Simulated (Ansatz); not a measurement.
Space group P6_3mc (No. 186). a = 3.075 Å, b = 3.075 Å, c = 5.048 Å, α = 90.00°, β = 90.00°, γ = 120.00°
| atom | site | symmetry | x | y | z |
| --- | --- | --- | --- | --- | --- |
| Si | 2b | 3m. | 0.3333 | 0.6667 | 0.0046 |
| C | 2b | 3m. | 0.3333 | 0.6667 | 0.3804 |

Equation of state of this SiC structure (not necessarily the ground state), with shape and atoms relaxed at each volume where symmetry leaves them free. All numbers below come from DFT r2SCAN, scalar-relativistic, plane waves, PAW (Ansatz 0.2.0).

Settings: cutoff 500 eV, Γ-centred mesh 12×12×6 on the computed 4-atom cell, Gaussian smearing of 0.02 eV; no spin polarisation.

```
V (Å³/atom) E − E(largest V) (meV/atom) P (GPa) gap on mesh (eV)
      9.096                        67.45    37.23              2.46
      9.406                         6.75    25.79              2.51
      9.716                       -33.36    15.91              2.56
     10.026                       -55.71     7.39              2.61
     10.336                       -62.71     0.02              2.65
     10.646                       -56.45    -6.34              2.69
     10.956                       -38.74   -11.83              2.73
     11.370                         0.00   -17.99              2.78
```

Question: Fit a third-order Birch–Murnaghan equation to E(V).

Answer: V0 = 10.34 Å³/atom, B0 = 228 GPa, B0' = 3.9.